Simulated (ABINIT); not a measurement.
The system is MgS.

```xyz
2
Lattice="0.0000 2.8331 2.8331 2.8331 0.0000 2.8331 2.8331 2.8331 0.0000" Properties=species:S:1:pos:R:3 pbc="T T T"
S     1.4166    1.4166    1.4166
Mg    0.0000    0.0000    0.0000
```

The cell comes from a database or a generator and needn't be the stable form of this composition.

Base run:

- Program: ABINIT 10.8.3 (patched build)
- Functional: LDA
- Potentials or basis: JTH PAW PBE v2.0
- Cutoff: 653 eV
- k mesh: 8 × 8 × 8
- Occupations: fermi-dirac, width 0.05 eV
- Spin: no spin polarisation

Its results: band gap on the k mesh 3.17 eV, direct; pressure -1.9 GPa.

Q: After a change of settings the same cell gave: band gap on the k mesh 3.43 eV, direct; pressure 0.2 GPa. Which change was it?
A. functional from LDA to WC
B. functional from LDA to r2SCAN
C. functional from LDA to PBEsol
D. functional from LDA to AM05

A: D.

AM05 binds less tightly than LDA, so the same cell stands under more pressure.

Caveats: the PAW data sets were made with another functional, which shifts forces and pressure a little.

Runs at the PBE level aren't shown here.
